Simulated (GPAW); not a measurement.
The system is Rh.

```xyz
1
Lattice="0.0000 1.8979 1.8979 1.8979 0.0000 1.8979 1.8979 1.8979 0.0000" Properties=species:S:1:pos:R:3 pbc="T T T"
Rh    0.0000    0.0000    0.0000
```

| Property | Result |
| --- | --- |
| Program | GPAW 26.7.0 |
| Task | relaxation of cell and atoms |
| Functional | PBEsol |
| Dispersion | D3(BJ) |
| Potentials or basis | PAW data sets generated in the run's folder for this functional |
| Cutoff | 600 eV |
| Basis | pw |
| k mesh | 12 × 12 × 12 |
| Occupations | fermi-dirac, width 0.05 eV |
| Spin | no spin polarisation |

At the start: pressure -8.7 GPa; volume 13.67 Å³/atom.

Task: How do energy, volume and symmetry change on relaxing?

Result: Over 3 steps the energy falls by 11.3 meV/atom and the volume is 13.27 Å³/atom (-2.9 %); space group Fm-3m (No. 225, to 0.05 Å).

Step by step:
```tsv
step	energy change (eV)	largest force (eV/Å)	pressure (GPa)	volume (Å³)
1	0.0000	0.0000	-8.67	13.67
2	-0.0113	0.0000	0.62	13.24
3	-0.0113	0.0000	-0.03	13.27
```

Final structure:
```
CELL_PARAMETERS angstrom
0.00000 1.87919 1.87919
1.87919 0.00000 1.87919
1.87919 1.87919 0.00000
ATOMIC_POSITIONS crystal
Rh 0.00000 0.00000 0.00000
```

Caveat: later steps reuse the first step's grids; pairwise dispersion overbinds metals, which lowers pressure and volume.
